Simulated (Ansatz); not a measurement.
# Al, diamond: how the functional moves the structure

All rows: Ansatz, plane waves with scalar-relativistic PAW, 420 eV (500 eV for the SCAN forms), relaxed under each functional, no dispersion correction, no zero-point motion. B₀ comes from uniform scaling at fixed shape; a dash is a value not given.

```
functional  V (Å³/atom)         cell  B₀ (GPa)     magnetic state  ΔE to fcc (meV/atom)
       PBE        27.64  a = 6.047 Å        37  spin not included                   749
    r²SCAN        27.37  a = 6.027 Å        40  spin not included                   814
    PBEsol        26.93  a = 5.995 Å        40  spin not included                   840
       LDA        26.32  a = 5.949 Å        41  spin not included                   806
      RPBE        28.34  a = 6.097 Å        35  spin not included                   729
      BLYP        29.19  a = 6.158 Å        31  spin not included                   310
```

**Question.** What does revPBE give?

**Answer.** V (Å³/atom): 28.16; cell: a = 6.085 Å; B₀ (GPa): 36; magnetic state: spin not included; ΔE to fcc (meV/atom): 735.
